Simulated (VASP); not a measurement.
Set up this calculation in VASP 6.6.1, as the native input.

```yaml
Task: core levels
Functional: PBE
Potentials_or_basis: VASP PAW PBE potentials, release 64 (Ga_d, N)
Cutoff: 520 eV
k_mesh: 4 × 4 × 7
Occupations: gaussian, width 0.05 eV
Spin: no spin polarisation
Further_INCAR_settings: ALGO = Normal; EDIFF = 1e-07
```

The structure of GaN lies in POSCAR:

```
GaN
1.0
    5.4218070000      0.0000000000      0.0000000000
    0.0000000000      5.0179560000      0.0000000000
    0.0000000000      0.0000000000      3.2975010000
Ga N
4 4
Direct
    0.3319840000     -0.0040523000      0.0000000000
    0.6680160000      0.4959480000      0.0000000000
    0.1680160000      0.4959480000      0.5000000000
    0.8319840000     -0.0040523000      0.5000000000
    0.3273900000      0.3807870000      0.0000000000
    0.6726100000      0.8807870000      0.0000000000
    0.1726100000      0.8807870000      0.5000000000
    0.8273900000      0.3807870000      0.5000000000
```

The cell was built by a generator and needn't be a form met in nature.

One way to write it, as run:

INCAR

```
PREC = Accurate
ENCUT = 520
EDIFF = 1E-7
ISMEAR = 0
SIGMA = 0.05
LREAL = F
LASPH = T
NELM = 80
ALGO = Normal
ISIF = 2
LWAVE = F
LCHARG = F
GGA = PE
ICORELEVEL = 1
```

KPOINTS

```
Automatic mesh
0
Gamma
  4 4 7
```

Potentials or basis: VASP PAW PBE potentials, release 64 (Ga_d, N).

Launch:

```sh
$ cat potpaw_PBE.64/Ga_d/POTCAR potpaw_PBE.64/N/POTCAR > POTCAR
$ mpirun -np 1 vasp_std > vasp.out
```

Results of the run:

The pressure is 8.9 GPa and the largest force is 0.004 eV/Å. The band gap on the k mesh is 1.93 eV.

It took 100 s on 1 thread of Intel(R) Xeon(R) Platinum 8488C (Sapphire Rapids) (shared host), peak memory 0.25 GiB.
